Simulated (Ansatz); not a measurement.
# How far is this WC4 from the hull?

The calculation used DFT PBE, scalar-relativistic, plane waves, PAW (Ansatz 0.2.0). Settings: cutoff 420 eV, Γ-centred meshes spaced at most about 0.3 Å⁻¹, and about 0.25 Å⁻¹ or finer for metals (2π included), Gaussian smearing. No spin polarisation.

Formation energies are uncorrected and refer to the elements' standard structures at the same level.

Temperature and zero-point effects are left out. No dispersion correction is applied, so the spacing and binding between layers, chains or molecules are poorly described (WC4 P4mm). These runs have no spin–orbit coupling, which can matter for W. The reference form of C is held partly by dispersion forces, which this level lacks.

The competitors are the elements and 2 reference phases of this chemical system (from databases or known types: W2C, WC), relaxed at the same level; other known phases may be missing.

The candidate was reached from: random cell.

Space group P4mm (No. 99). a = 3.439 Å, b = 3.439 Å, c = 5.137 Å, α = 90.00°, β = 90.00°, γ = 90.00°
```
atom  site  symmetry       x       y       z
   W    1a       4mm  0.0000  0.0000  0.0075
   C    4f       .m. 0.8000  0.5000  0.6905
```

Question: Where does it stand against these competitors?

Answer: Not stable. Its formation energy is 1.714 eV/atom. The lowest competing mixture at this composition is this:

```csv
phase,space group,source,share of atoms,ΔE_f (eV/atom)
C,-,element,0.6000,-0.0002
WC,P-6m2 (No. 187),Materials Project,0.4000,-0.145
```

The lowest database cell of C (-0.0002) lies slightly below the reference, hence the non-zero entry.

The mixture lies at -0.058 eV/atom, and the candidate lies 1.77 eV/atom above it. The candidate matches no cell in the subsets of the Crystallography Open Database and the Materials Project at hand. The margin is far too high for a likely synthesis. It holds C–C nets (shortest 1.38 Å).
